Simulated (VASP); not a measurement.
# KBr (Fm-3m) in VASP: further runs, part 2 of 3

VASP 6.6.1.

## Step 3: Relaxation of the atoms, LDA (a relaxed cell with its volume scaled by 1.02)

Contents of INCAR:

```
PREC = Accurate
ENCUT = 600
EDIFF = 1E-7
ISMEAR = 0
SIGMA = 0.03
LREAL = False
LASPH = True
NELM = 80
ALGO = Normal
ISIF = 2
LWAVE = False
LCHARG = False
IBRION = 2
NSW = 40
EDIFFG = -0.01
```

Contents of KPOINTS:

```
regular mesh
0
Gamma
  8 8 8
```

Contents of POSCAR:

```
KBr                                     
1.0
    0.0000000000      3.2120471443      3.2120471443
    3.2120471443      0.0000000000      3.2120471443
    3.2120471443      3.2120471443      0.0000000000
  K               Br            
     1     1
Direct
     0.0000000000000000    0.0000000000000000    0.0000000000000000
     0.5000000000000000    0.5000000000000000    0.5000000000000000
```

Potentials or basis: VASP PAW LDA potentials, release 64 (K_sv, Br).

Started as:

```
$ cat potpaw_LDA.64/K_sv/POTCAR potpaw_LDA.64/Br/POTCAR > POTCAR
$ mpirun -np 1 vasp_std > vasp.out
```

Run time: 18 s. Hardware: 1 thread of Intel Xeon 6975P-C (Granite Rapids), shared host; peak memory 0.18 GiB.

Results (log left out):

```yaml
Free_energy: -6.8333 eV
Pressure_after_relaxing: -0.4 GPa
Band_gap_on_the_k_mesh: 4.26 eV, direct
```

Final structure:
```yaml
crystal:
  lattice:
    - [0.00000, 3.21205, 3.21205]
    - [3.21205, 0.00000, 3.21205]
    - [3.21205, 3.21205, 0.00000]
  atoms:
    - { symbol: K, position: [0.00000, 0.00000, 0.00000] }
    - { symbol: Br, position: [0.50000, 0.50000, 0.50000] }
```

Levels at points of the mesh, in eV from the valence-band top:
| k point | band 4 | band 5 | band 6 | band 7 | band 8 | band 9 | band 10 | band 11 | band 12 |
| --- | --- | --- | --- | --- | --- | --- | --- | --- | --- |
| (0.00, 0.00, 0.00) | -10.98 | -10.98 | 0.00 | 0.00 | 0.00 | 4.26 | 7.34 | 7.34 | 7.34 |
| (0.50, 0.00, 0.00) | -10.98 | -10.70 | -1.43 | -0.43 | -0.43 | 6.42 | 8.22 | 9.73 | 9.73 |
| (0.50, 0.50, 0.00) | -11.03 | -11.03 | -0.94 | -0.33 | -0.33 | 5.45 | 7.16 | 9.32 | 9.60 |

Caveat: the relaxation stopped at its first step, so nothing moved. A k mesh can miss the band edges.

## Step 4: Relaxation of the atoms, LDA (a relaxed cell with its volume scaled by 1.04)

INCAR is that of step 3.

KPOINTS is that of step 3.

Contents of POSCAR:

```
KBr                                     
1.0
    0.0000000000      3.2329051777      3.2329051777
    3.2329051777      0.0000000000      3.2329051777
    3.2329051777      3.2329051777      0.0000000000
  K               Br            
     1     1
Direct
     0.0000000000000000    0.0000000000000000    0.0000000000000000
     0.5000000000000000    0.5000000000000000    0.5000000000000000
```

Potentials or basis: VASP PAW LDA potentials, release 64 (K_sv, Br).

Started as:

```
$ cat potpaw_LDA.64/K_sv/POTCAR potpaw_LDA.64/Br/POTCAR > POTCAR
$ mpirun -np 1 vasp_std > vasp.out
```

OUTCAR:

```text
PREC = Accurate
   ENCUT = 600
   EDIFF = 1E-7
   ISMEAR = 0
   LREAL = False
   LASPH = True
   NELM = 80
   ISIF = 2
   IBRION = 2
   NSW = 40
   EDIFFG = -0.01

 ion  position               nearest neighbor table
   1  0.000  0.000  0.000-   2 3.23   2 3.23   2 3.23   2 3.23   2 3.23   2 3.23
   2  0.500  0.500  0.500-   1 3.23   1 3.23   1 3.23   1 3.23   1 3.23   1 3.23

  LATTYP: Found a face centered cubic cell.
 ALAT       =     6.4658103554

  Lattice vectors:

 A1 = (   0.0000000000,   3.2329051777,   3.2329051777)
 A2 = (   3.2329051777,   0.0000000000,   3.2329051777)
 A3 = (   3.2329051777,   3.2329051777,   0.0000000000)

Analysis of symmetry for initial positions (statically):
=====================================================================
 Subroutine PRICEL returns:
 Original cell was already a primitive cell.

 Routine SETGRP: Setting up the symmetry group for a
 face centered cubic supercell.

 Subroutine GETGRP returns: Found 48 space group operations
 (whereof 48 operations were pure point group operations)
 out of a pool of 48 trial point group operations.

The static configuration has the point symmetry O_h .

[... 178 lines left out ...]
      7      -1.6500      2.00000
      8      -1.6500      2.00000
      9       2.5530      0.00000
     10       5.6974      0.00000
     11       5.6974      0.00000
     12       5.6974      0.00000
[... 331 lines left out ...]
 k-point    24 :      -0.3750    0.2500    0.1250
  band No.  band energies     occupation
      1     -28.9279      2.00000
      2     -14.1434      2.00000
      3     -12.7078      2.00000
      4     -12.6874      2.00000
      5     -12.4880      2.00000
      6      -2.7744      2.00000
      7      -2.1962      2.00000
      8      -2.0786      2.00000
      9       5.1562      0.00000
     10       5.9726      0.00000
     11       7.2180      0.00000
     12       7.6025      0.00000

 [... further k-points ...]

------------------------ aborting loop because EDIFF is reached ----------------------------------------

  FORCE on cell =-STRESS in cart. coord.  units (eV):
  Direction    XX          YY          ZZ          XY          YZ          ZX
  --------------------------------------------------------------------------------------
  -------------------------------------------------------------------------------------
  Total       -0.3015191     -0.3015191     -0.3015191     -0.0000000      0.0000000     -0.0000000
  in kB       -7.1485262     -7.1485262     -7.1485262     -0.0000000      0.0000000     -0.0000000
  external PRESSURE =      -7.1485262 kB  Pullay stress =       0.0000000 kB

 VOLUME and BASIS-vectors are now :
 -----------------------------------------------------------------------------
  energy-cutoff  :      600.00
  volume of cell :       67.58
      direct lattice vectors                 reciprocal lattice vectors
     0.000000000  3.232905178  3.232905178    -0.154659655  0.154659655  0.154659655
     3.232905178  0.000000000  3.232905178     0.154659655 -0.154659655  0.154659655
     3.232905178  3.232905178  0.000000000     0.154659655  0.154659655 -0.154659655

 POSITION                                       TOTAL-FORCE (eV/Angst)
 -----------------------------------------------------------------------------------
      0.00000      0.00000      0.00000         0.000000      0.000000      0.000000
      3.23291      3.23291      3.23291        -0.000000     -0.000000     -0.000000
 -----------------------------------------------------------------------------------
    total drift:                                0.000000     -0.000000     -0.000000

  FREE ENERGIE OF THE ION-ELECTRON SYSTEM (eV)
  ---------------------------------------------------
  free  energy   TOTEN  =        -6.8288866626 eV

  energy  without entropy=       -6.8288866626  energy(sigma->0) =       -6.82888666

 reached required accuracy - stopping structural energy minimisation
```

OSZICAR:

```text
N       E                     dE             d eps       ncg     rms          rms(c)
DAV:   1     0.117289101716E+03    0.11729E+03   -0.76585E+03   696   0.132E+03
DAV:   2     0.870336303771E+00   -0.11642E+03   -0.10719E+03   856   0.300E+02
DAV:   3    -0.674203410339E+01   -0.76124E+01   -0.75750E+01   900   0.675E+01
DAV:   4    -0.700493021164E+01   -0.26290E+00   -0.26257E+00  1260   0.121E+01
DAV:   5    -0.700681229967E+01   -0.18821E-02   -0.18820E-02   896   0.844E-01    0.365E+00
DAV:   6    -0.685030727202E+01    0.15651E+00   -0.24300E-01   860   0.271E+00    0.263E+00
DAV:   7    -0.682809875229E+01    0.22209E-01   -0.94187E-02   884   0.187E+00    0.121E+00
DAV:   8    -0.682882449715E+01   -0.72574E-03   -0.10354E-02   968   0.895E-01    0.151E-01
DAV:   9    -0.682882138150E+01    0.31156E-05   -0.25071E-04   932   0.106E-01    0.618E-02
DAV:  10    -0.682888636268E+01   -0.64981E-04   -0.59840E-05   916   0.549E-02    0.162E-02
DAV:  11    -0.682888630465E+01    0.58030E-07   -0.29691E-06   988   0.121E-02    0.364E-03
DAV:  12    -0.682888666437E+01   -0.35973E-06   -0.33743E-07   896   0.631E-03    0.174E-03
DAV:  13    -0.682888666256E+01    0.18090E-08   -0.21887E-08   616   0.183E-03
   1 F= -.68288867E+01 E0= -.68288867E+01  d E =-.682889E+01
```

CONTCAR:

```text
KBr
   1.00000000000000
     0.0000000000000000    3.2329051777000002    3.2329051777000002
     3.2329051777000002    0.0000000000000000    3.2329051777000002
     3.2329051777000002    3.2329051777000002    0.0000000000000000
  K               Br
     1     1
Direct
     0.0000000000000000    0.0000000000000000    0.0000000000000000
     0.5000000000000000    0.5000000000000000    0.5000000000000000

  0.00000000E+00  0.00000000E+00  0.00000000E+00
  0.00000000E+00  0.00000000E+00  0.00000000E+00
```

Run time: 21 s. Hardware: 1 thread of Intel Xeon 6975P-C (Granite Rapids), shared host; peak memory 0.2 GiB.

Results:

| Quantity | Value |
| --- | --- |
| Free energy | -6.8289 eV |
| Pressure after relaxing | -0.7 GPa |
| Band gap on the k mesh | 4.20 eV, direct |

Final structure:
```
K Br
1.0
     0.00000    3.23291    3.23291
     3.23291    0.00000    3.23291
     3.23291    3.23291    0.00000
K Br
1 1
Direct
  0.00000 0.00000 0.00000
  0.50000 0.50000 0.50000
```

Caveat: the relaxation stopped at its first step, so nothing moved.

(Part 2 of 3 ends here.)
